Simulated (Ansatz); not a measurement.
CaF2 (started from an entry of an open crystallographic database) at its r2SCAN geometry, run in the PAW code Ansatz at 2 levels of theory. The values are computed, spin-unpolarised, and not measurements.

The DDH-PBE0 input:
```yaml
crystal:
  lattice:
    - [0.0, 2.719592886, 2.719592886]
    - [2.719592886, 0.0, 2.719592886]
    - [2.719592886, 2.719592886, 0.0]
  atoms:
    - { symbol: Ca, position: [0.0, 0.0, 0.0] }
    - { symbol: F, position: [0.25, 0.25, 0.25] }
    - { symbol: F, position: [0.75, 0.75, 0.75] }
  host: atoms
kpoints:
  mp_grid: { grid: [6, 6, 6] }
  band_path:
    path:
      - [0.0, 0.0, 0.0]
      - [0.5, 0.0, 0.5]
      - [0.625, 0.25, 0.625]
      - [0.375, 0.375, 0.75]
      - [0.5, 0.5, 0.5]
      - [0.5, 0.25, 0.75]
      - [0.0, 0.5, 0.5]
    npoints: 1
hamiltonian:
  xc:
    exchange: pbe
    correlation: pbe
    exx: { coeff: inverse_dielectric }
scf:
  occupations: { method: fixed }
  n_extra_bands: 4
output:
  forces: true
  stress: true
  eigenvalues: true
  write_density: true
  write_potential: true
  elf: true
  volumetric_format: npy
```

Main results, then, where recorded, the levels near the gap in eV from the Fermi energy (columns number the bands from 0), one row a point of the path (Γ, X, U, K, L, W, X):
```
Crystal: 3 atoms, lattice volume = 40.229 Å³
Symmetry: 48 space group operations
Space group: Fm-3m (ITA 225)
```
```
ε∞ on k-mesh 4×4×4 of a primitive cell: xx 2.2896, yy 2.2896, zz 2.2896; 3/Tr ε∞, of that cell with its empty space = 0.4367613663085532
Basis set: ecut = 420 eV, 749 PW (Γ)
k-points: 16 of 216
hybrid outer 1: dexx = +5.893e-2 eV, tail = 1.69e-4 eV
hybrid outer 2: dexx = +1.431e-5 eV, tail = 2.31e-7 eV, Δε = 4.43e-3 eV
hybrid outer 3: dexx = +9.951e-9 eV, tail = 9.50e-9 eV, Δε = 2.76e-4 eV, ΔF = 4.63e-18 eV/Å
hybrid SCF converged: 3 outer / 14 inner (+2 warm-up)
Free energy (F): -3441.726215 eV
Fermi energy:    -0.151144 eV
--- Stress (GPa, compression-positive) ---
       -0.411031       0.000000       0.000000
        0.000000      -0.411031       0.000000
        0.000000       0.000000      -0.411031
  P = ⅓ Tr σ = -0.4110 GPa (-4.110 kbar)
```
```tsv
band_9	band_10	band_11	band_12	band_13	band_14
-0.277	-0.277	-0.277	12.399	15.275	15.275
-0.377	-0.377	0.000	13.646	15.721	16.492
-0.685	-0.476	-0.101	13.949	15.908	16.093
-0.685	-0.476	-0.101	13.949	15.908	16.093
-1.334	-0.932	-0.932	15.514	15.514	15.849
-1.145	-0.281	-0.101	14.020	16.005	16.160
-0.377	-0.377	0.000	13.646	15.721	16.492
```

With DDH-PBE0 the valence top lies at X and the conduction bottom at Γ, 12.40 eV higher; the smallest vertical gap, at Γ, is 12.68 eV.

r2SCAN0. Against the first input these blocks differ (the band path and keys that only write files left aside):
```yaml
hamiltonian:
  xc: r2scan0
```
(crystal.host left out)

```
Basis set: ecut = 500 eV, 965 PW (Γ)
k-points: 16 of 216
hybrid outer 1: dexx = +7.750e-3 eV, tail = 1.17e-5 eV
hybrid outer 2: dexx = +2.384e-7 eV, tail = 2.46e-8 eV, Δε = 1.10e-3 eV
hybrid SCF converged: 2 outer / 10 inner (+2 warm-up)
Free energy (F): -3447.138557 eV
Fermi energy:    0.997916 eV
--- Stress (GPa, compression-positive) ---
       -0.973332       0.000000       0.000000
        0.000000      -0.973332       0.000000
        0.000000       0.000000      -0.973332
  P = ⅓ Tr σ = -0.9733 GPa (-9.733 kbar)
```
```tsv
band_9	band_10	band_11	band_12	band_13	band_14
-0.271	-0.271	-0.271	10.602	13.227	13.227
-0.369	-0.369	0.000	11.669	13.724	14.325
-0.668	-0.462	-0.099	11.963	13.909	13.966
-0.668	-0.462	-0.099	11.963	13.909	13.966
-1.311	-0.898	-0.898	13.437	13.437	13.929
-1.110	-0.275	-0.099	12.029	13.886	14.154
-0.369	-0.369	0.000	11.669	13.724	14.325
```

With r2SCAN0 the valence top lies at X and the conduction bottom at Γ, 10.60 eV higher; the smallest vertical gap, at Γ, is 10.87 eV. The mean pressure is -1.0 GPa (compression positive), so r2SCAN0 would shrink the cell's volume. The stress of a hybrid is loosely converged here.

Totals of different functionals can't be compared.

The meshes of the hybrids are coarse, so their gaps aren't converged to the digits shown.
